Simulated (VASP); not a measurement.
# AgCl (Pm-3m) in VASP: further runs, part 2 of 2

VASP 6.6.1. The steps go on from the part before.

## (4) Single point, PBE

This run uses another cell than the first one, of 19.58 Å³/atom, 0.969 times its volume.

Input file INCAR:

```
SYSTEM = AgCl
PREC = Accurate
ENCUT = 520
EDIFF = 1E-7
ISMEAR = -1
SIGMA = 0.02
LREAL = .False.
LASPH = .True.
NELM = 100
ALGO = Fast
ISIF = 2
LWAVE = .False.
LCHARG = .True.
GGA = PE
LELF = .True.
LVHAR = .True.
NBANDS = 16
```

Input file KPOINTS:

```
regular mesh
0
Gamma
  8 8 8
  0 0 0
```

Input file POSCAR:

```
AgCl
1.0
    3.3955880235      0.0000000000      0.0000000000
    0.0000000000      3.3955880235      0.0000000000
    0.0000000000      0.0000000000      3.3955880235
Ag Cl
1 1
Direct
    0.0000000000      0.0000000000      0.0000000000
    0.5000000000      0.5000000000      0.5000000000
```

Potentials or basis: VASP PAW PBE potentials, release 64 (Ag, Cl).

Run with:

```
cat potpaw_PBE.64/Ag/POTCAR potpaw_PBE.64/Cl/POTCAR > POTCAR
mpirun -np 1 vasp_std > vasp.out
```

OUTCAR:

```text
SYSTEM = AgCl
   PREC = Accurate
   ENCUT = 520
   EDIFF = 1E-7
   ISMEAR = -1
   LREAL = .False.
   LASPH = .True.
   NELM = 100
   ISIF = 2
   GGA = PE

 ion  position               nearest neighbor table
   1  0.000  0.000  0.000-   2 2.94   2 2.94   2 2.94   2 2.94   2 2.94   2 2.94   2 2.94   2 2.94

   2  0.500  0.500  0.500-   1 2.94   1 2.94   1 2.94   1 2.94   1 2.94   1 2.94   1 2.94   1 2.94

  LATTYP: Found a simple cubic cell.
 ALAT       =     3.3955880235

  Lattice vectors:

 A1 = (   3.3955880235,   0.0000000000,   0.0000000000)
 A2 = (   0.0000000000,   3.3955880235,   0.0000000000)
 A3 = (   0.0000000000,   0.0000000000,   3.3955880235)

Analysis of symmetry for initial positions (statically):
=====================================================================
 Subroutine PRICEL returns:
 Original cell was already a primitive cell.

 Routine SETGRP: Setting up the symmetry group for a
 simple cubic supercell.

 Subroutine GETGRP returns: Found 48 space group operations
 (whereof 48 operations were pure point group operations)
 out of a pool of 48 trial point group operations.

The static configuration has the point symmetry O_h .

Analysis of symmetry for dynamics (positions and initial velocities):
=====================================================================
 Subroutine PRICEL returns:
 Original cell was already a primitive cell.

 Routine SETGRP: Setting up the symmetry group for a
 simple cubic supercell.

 Subroutine GETGRP returns: Found 48 space group operations
 (whereof 48 operations were pure point group operations)
 out of a pool of 48 trial point group operations.

The dynamic configuration has the point symmetry O_h .

 Subroutine INISYM returns: Found 48 space group operations
 (whereof 48 operations are pure point group operations),
 and found     1 'primitive' translations

----------------------------------------------------------------------------------------

[... 108 lines left out ...]
   EFERMI_NEDOS =   21; number of points for ismear=-14 and -15
   IALGO  =     68    algorithm
   IMIX   =      4    mixing-type and parameters
     AMIX     =   0.40;   BMIX     =  1.00
     AMIX_MAG =   1.60;   BMIX_MAG =  1.00
  volume/ion in A,a.u.               =      19.58       132.10
  Fermi-wavevector in a.u.,A,eV,Ry     =   1.263525  2.387717 21.721656  1.596497
  Thomas-Fermi vector in A             =   2.396878
   LORBIT       =      0    0 simple, 1 ext, 2 COOP (PROOUT), +10 PAW based schemes
   GGA     = PE    functional components
   LHFCALC =     F    Hartree Fock is set to
   AEXX    =    0.0000 exact exchange contribution
   IVDW    =     0    specifies the selected vdW correction
   LEPSILON=     F    determine dielectric tensor
   LRPA    =     F    only Hartree local field effects (RPA)
 non-spin polarized calculation
 RMM-DIIS sequential band-by-band and
  energy-cutoff  :      520.00
  volume of cell :       39.15
 maximum number of plane-waves:      1074
 NGX is ok and might be reduce to    28
   NGX = 13   NGY = 13   NGZ = 13

 number of electron      18.0000002 magnetization

 Free energy of the ion-electron system (eV)
  ---------------------------------------------------
  ext. energy  EPLUGINS =         0.00000000
  ---------------------------------------------------
  free energy    TOTEN  =        -5.11660607 eV

  energy without entropy =       -5.11660606  energy(sigma->0) =       -5.11660607

 E-fermi :   4.6219     XC(G=0): -10.5654

 val. band max:        4.3105817271   @ k =   0.5000   0.0000   0.0000
 cond. band min:       4.8955476865   @ k =   0.0000   0.0000   0.0000
 fundamental gap:      0.5849659594
 Fermi energy:         4.6218721377

 k-point     1 :       0.0000    0.0000    0.0000
  band No.  band energies     occupation
      1     -10.4713      2.00000
      2       1.4543      2.00000
      3       1.4543      2.00000
      4       2.4612      2.00000
      5       2.4612      2.00000
      6       2.4612      2.00000
[... 433 lines left out ...]
      3       0.5002      2.00000
      4       1.7988      2.00000
      5       1.8872      2.00000
      6       2.2712      2.00000
[... 8 lines left out ...]
     15      18.6774      0.00000
     16      19.7428      0.00000

 [... further k-points ...]
[... 5 lines left out ...]
  --------------------------------------------------------------------------------------
  -------------------------------------------------------------------------------------
  Total        0.3572088      0.3572088      0.3572088     -0.0000000     -0.0000000      0.0000000
  in kB       14.6179938     14.6179938     14.6179938     -0.0000000     -0.0000000      0.0000000
  external PRESSURE =      14.6179938 kB  Pullay stress =       0.0000000 kB

 VOLUME and BASIS-vectors are now :
 -----------------------------------------------------------------------------
  energy-cutoff  :      520.00
  volume of cell :       39.15
      direct lattice vectors                 reciprocal lattice vectors
     3.395588024  0.000000000  0.000000000     0.294499802  0.000000000  0.000000000
     0.000000000  3.395588024  0.000000000     0.000000000  0.294499802  0.000000000
     0.000000000  0.000000000  3.395588024     0.000000000  0.000000000  0.294499802

 POSITION                                       TOTAL-FORCE (eV/Angst)
 -----------------------------------------------------------------------------------
      0.00000      0.00000      0.00000         0.000000      0.000000      0.000000
      1.69779      1.69779      1.69779         0.000000      0.000000      0.000000
 -----------------------------------------------------------------------------------
    total drift:                               -0.000000      0.000000      0.000000

  FREE ENERGIE OF THE ION-ELECTRON SYSTEM (eV)
  ---------------------------------------------------
  free  energy   TOTEN  =        -5.1166060678 eV

  energy  without entropy=       -5.1166060650  energy(sigma->0) =       -5.11660607
```

Run time: 15 s. Hardware: 1 thread of Intel Xeon Platinum 8488C (Sapphire Rapids), shared host; peak memory 0.16 GiB.

What came out:

- Free energy: -5.1166 eV
- Pressure: 1.5 GPa
- Band gap on the k mesh: 0.58 eV, indirect (least direct gap 2.20 eV)

Levels at points of the mesh, in eV from the valence-band top:
```
           k point  band 6  band 7  band 8  band 9  band 10  band 11  band 12  band 13
(0.00, 0.00, 0.00)   -1.85   -1.61   -1.61   -1.61     0.58     9.40     9.40    13.92
(0.50, 0.00, 0.00)   -1.79   -1.47    0.00    0.00     4.92     5.67     9.30    10.02
(0.50, 0.50, 0.00)   -2.16   -2.16   -1.53   -0.95     2.79     9.07     9.07    10.65
(0.50, 0.50, 0.50)   -1.51   -0.17   -0.17   -0.17     4.69     4.69     4.69     6.93
```

A k mesh can miss the band edges.

## (5) The runs side by side

| task | cell | cutoff (eV) | gap on the mesh (eV) | pressure (GPa) |
| --- | --- | --- | --- | --- |
| single point | Pm-3m, 20.19 Å³/atom | 520 | 0.57 | -0.1 |
| relaxation of cell and atoms | relaxed | 600 | 0.58 | 0.0 |
| single point | Pm-3m, 19.58 Å³/atom | 520 | 0.58 | 1.5 |

Alike in all rows: level PBE; potentials or basis VASP PAW PBE potentials, release 64 (Ag, Cl); no spin polarisation; k mesh 8 × 8 × 8; smearing fermi-dirac 0.02 eV.

Caveats: the volume moved by over 15 % at a fixed basis, so the end points are rough (some runs).

Absolute energies hang on the potentials; compare differences alone.
